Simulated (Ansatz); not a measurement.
Input, command and steps of an Ansatz relaxation.

```yaml
crystal:
  lattice:
    - [0.0, 1.8185549627, 1.8185549627]
    - [1.8185549627, 0.0, 1.8185549627]
    - [1.8185549627, 1.8185549627, 0.0]
  atoms:
    - { symbol: Cu, position: [0.0, 0.0, 0.0] }
basis:
  ecutwfc: 420
kpoints:
  mp_grid: { grid: [20, 20, 20] }
hamiltonian:
  xc: pbe
scf:
  occupations: { method: gaussian, width: 0.1 }
output:
  forces: true
  stress: true
  eigenvalues: true
relax:
  adjacent_minimum: "off"
  f_tol: 0.01
  max_steps: 60
  cell: { stress_tol: 0.1 }
```

```bash
ansatz run input.yaml --threads 1 --pin off --max-ram 1331MiB --backend cpu --events-out ev --progress --plain --runs-dir out
```

Method: DFT PBE, scalar-relativistic, plane waves, PAW (Ansatz).

Of 4 frames 3 are shown, positions in Å and forces in eV/Å; the SCF threshold varies from step to step. Steps run on the plane waves of an earlier cell, with a Pulay correction in the pressure. The basis is chosen afresh for the last frame, the zero of the energies, and at times for earlier ones too; energy and pressure step there, also at an unchanged geometry.

```xyz
1
Lattice="0.0000 1.8186 1.8186 1.8186 0.0000 1.8186 1.8186 1.8186 0.0000" Properties=species:S:1:pos:R:3:forces:R:3 pbc="T T T" step=1 free_energy_over_end_meV_per_atom=0.19 pressure_GPa=-0.84
Cu    0.0000    0.0000    0.0000    0.0000    0.0000    0.0000
1
Lattice="0.0000 1.8167 1.8167 1.8167 0.0000 1.8167 1.8167 1.8167 0.0000" Properties=species:S:1:pos:R:3:forces:R:3 pbc="T T T" step=2 free_energy_over_end_meV_per_atom=0.02 pressure_GPa=-0.41
Cu    0.0000    0.0000    0.0000    0.0000    0.0000    0.0000
1
Lattice="0.0000 1.8148 1.8148 1.8148 0.0000 1.8148 1.8148 1.8148 0.0000" Properties=species:S:1:pos:R:3:forces:R:3 pbc="T T T" step=4 free_energy_over_end_meV_per_atom=0.00 pressure_GPa=0.01
Cu    0.0000    0.0000    0.0000    0.0000    0.0000    0.0000
```